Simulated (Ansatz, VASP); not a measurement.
## One calculation of H, two programs

POSCAR

```
H
1.0
    2.6234813799     -2.5669048168      0.0000000000
    2.6234813799      2.5669048168      0.0000000000
    0.0000000000      0.0000000000      4.1418180000
H
4
Direct
    0.9532956300      0.0467043700      0.0685088900
    0.4532956300      0.5467043700      0.4314911100
    0.5467043700      0.4532956300      0.5685088900
    0.0467043700      0.9532956300      0.9314911100
```

The input INCAR.step1:

```
SYSTEM = H
  ALGO = Normal
  EDIFF = 1E-4
  ENCUT = 520
  GGA = PE
  ISMEAR = 0
  LASPH = .True.
  LCHARG = .False.
  LREAL = .False.
  LWAVE = .True.
  NBANDS = 10
  NELM = 80
  PREC = Accurate
  SIGMA = 0.02
```

File INCAR.step2:

```
SYSTEM = H
  ALGO = Normal
  EDIFF = 1E-6
  ENCUT = 520
  ISIF = 2
  ISMEAR = 0
  ISTART = 1
  LASPH = .True.
  LCHARG = .False.
  LMIXTAU = .True.
  LREAL = .False.
  LWAVE = .False.
  METAGGA = R2SCAN
  NBANDS = 10
  NELM = 80
  PREC = Accurate
  SIGMA = 0.02
```

KPOINTS

```
k-points
0
Gamma
  1 1 1
  0 0 0
```

Input for Ansatz:

```yaml
crystal:
  lattice:
    - [2.6234813799, -2.5669048168, 0.0]
    - [2.6234813799, 2.5669048168, 0.0]
    - [0.0, 0.0, 4.141818]
  atoms:
    - { symbol: H, position: [0.95329563, 0.04670437, 0.06850889] }
    - { symbol: H, position: [0.45329563, 0.54670437, 0.43149111] }
    - { symbol: H, position: [0.54670437, 0.45329563, 0.56850889] }
    - { symbol: H, position: [0.04670437, 0.95329563, 0.93149111] }
basis:
  ecutwfc: 500
kpoints:
  mp_grid: { grid: [1, 1, 1] }
hamiltonian:
  xc: r2scan
scf:
  occupations: { method: gaussian, width: 0.02 }
output:
  forces: true
  stress: true
  eigenvalues: true
```

Alike in both runs: task single point; functional r2SCAN; k mesh 1 × 1 × 1; occupations gaussian, width 0.02 eV; no spin polarisation.

```csv
,VASP,Ansatz
version,VASP 6.6.1,Ansatz 0.2.0
potentials or method,"VASP PAW PBE potentials, release 64 (H)","scalar-relativistic, plane waves, PAW"
plane-wave cutoff (eV),520,500
valence electrons in the cell,4,4
```

Ansatz gave:

| Property | Result |
| --- | --- |
| gap on the k mesh at the Fermi level (eV) | 12.47 |
| least direct gap on the mesh (eV) | 12.47 |
| pressure (GPa) | -3.6 |
| largest component of the traceless stress (GPa) | 3.89 |
| rms of the force components (eV/Å) | 0.267 |

Task: Estimate VASP's values.

Result: gap on the k mesh at the Fermi level (eV): 12.49; least direct gap on the mesh (eV): 12.49; pressure (GPa): -3.8; largest component of the traceless stress (GPa): 3.88; rms of the force components (eV/Å): 0.270.

Atom by atom the forces differ by 0.003 eV/Å (rms over components).

Caveats: the k mesh is coarse (spacing up to 1.71 Å⁻¹), so the values aren't converged; the PAW data sets were made with another functional, which shifts forces and pressure a little (VASP); an odd mesh through Γ misses points on the zone boundary, where band edges often lie. r2SCAN opens gaps a little over a GGA but as a rule still falls short of measured ones.
